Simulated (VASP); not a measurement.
# SiC: band gap with a hybrid functional, by functional

SiC, F-43m (no. 216), 2 atoms in the cell.

| Functional | Gap, path and mesh (eV) | Direct gap, path and mesh (eV) | Gap on the mesh (eV) | Direct gap at Γ (eV) | Time (s) |
|---|---|---|---|---|---|
| hybrid, GGA = CA LTHOMAS = True HFSCREEN = 1.0 ALDAC = 1.0 AGGAC = 1.0 | 2.91 | 6.72 | 2.91 | 8.50 | 286 |
| hybrid, GGA = CA LTHOMAS = True HFSCREEN = 1.4 ALDAC = 1.0 AGGAC = 1.0 | 2.27 | 5.92 | 2.27 | 7.60 | 280 |
| hybrid, GGA = CA LTHOMAS = True HFSCREEN = 1.8 ALDAC = 1.0 AGGAC = 1.0 | 1.90 | 5.45 | 1.90 | 7.05 | 270 |
| hybrid, GGA = CA LTHOMAS = True HFSCREEN = 2.2 ALDAC = 1.0 AGGAC = 1.0 | 1.68 | 5.16 | 1.68 | 6.71 | 270 |
| hybrid, GGA = CA LTHOMAS = True HFSCREEN = 3.0 ALDAC = 1.0 AGGAC = 1.0 | 1.45 | 4.85 | 1.45 | 6.36 | 267 |

## Input of the first row

INCAR.step1:
```
SYSTEM = SiC
PREC = Accurate
ENCUT = 450
EDIFF = 1E-5
ISMEAR = 0
SIGMA = 0.02
LREAL = .FALSE.
LASPH = .TRUE.
GGA_COMPAT = .FALSE.
ALGO = Normal
NELM = 150
ISIF = 2
LWAVE = .TRUE.
LCHARG = .FALSE.
GGA = PE
NBANDS = 11
KPAR = 4
```

INCAR.step2:
```
SYSTEM = SiC
PREC = Accurate
ENCUT = 450
EDIFF = 1E-6
ISMEAR = 0
SIGMA = 0.02
LREAL = .FALSE.
LASPH = .TRUE.
GGA_COMPAT = .FALSE.
ALGO = Normal
NELM = 150
ISIF = 2
LWAVE = .FALSE.
LCHARG = .FALSE.
ISTART = 1
GGA = CA
LHFCALC = .TRUE.
LTHOMAS = .TRUE.
HFSCREEN = 1.0
ALDAC = 1.0
AGGAC = 1.0
NBANDS = 11
PRECFOCK = Fast
KPAR = 4
```

KPOINTS:
```
k-points
0
Gamma
  6 6 6
```

KPOINTS_OPT:
```
path GXWKGLUWLK,UX
4
line-mode
reciprocal
 0.0000000000  0.0000000000  0.0000000000  G
 0.5000000000  0.0000000000  0.5000000000  X

 0.5000000000  0.0000000000  0.5000000000  X
 0.5000000000  0.2500000000  0.7500000000  W

 0.5000000000  0.2500000000  0.7500000000  W
 0.3750000000  0.3750000000  0.7500000000  K

 0.3750000000  0.3750000000  0.7500000000  K
 0.0000000000  0.0000000000  0.0000000000  G

 0.0000000000  0.0000000000  0.0000000000  G
 0.5000000000  0.5000000000  0.5000000000  L

 0.5000000000  0.5000000000  0.5000000000  L
 0.6250000000  0.2500000000  0.6250000000  U

 0.6250000000  0.2500000000  0.6250000000  U
 0.5000000000  0.2500000000  0.7500000000  W

 0.5000000000  0.2500000000  0.7500000000  W
 0.5000000000  0.5000000000  0.5000000000  L

 0.5000000000  0.5000000000  0.5000000000  L
 0.3750000000  0.3750000000  0.7500000000  K

 0.6250000000  0.2500000000  0.6250000000  U
 0.5000000000  0.0000000000  0.5000000000  X
```

POSCAR:
```
SiC
1.0
    0.0000000000      2.1790000000      2.1790000000
    2.1790000000      0.0000000000      2.1790000000
    2.1790000000      2.1790000000      0.0000000000
Si C
1 1
Direct
    0.0000000000      0.0000000000      0.0000000000
    0.7500000000      0.7500000000      0.7500000000
```

Commands (each step's output is kept before the next begins):
```
cat potpaw_PBE.64/Si/POTCAR potpaw_PBE.64/C/POTCAR > POTCAR
cp INCAR.step1 INCAR
mpirun -np 4 vasp_std > vasp.out
cp INCAR.step2 INCAR
mpirun -np 4 vasp_std > vasp.out
```

Changes of the last row against the first:
```
(step 2)
- HFSCREEN = 1.0
+ HFSCREEN = 3.0
```

VASP 6.6.1 took 286 s on 4 cores (AMD EPYC 7571), a shared host.
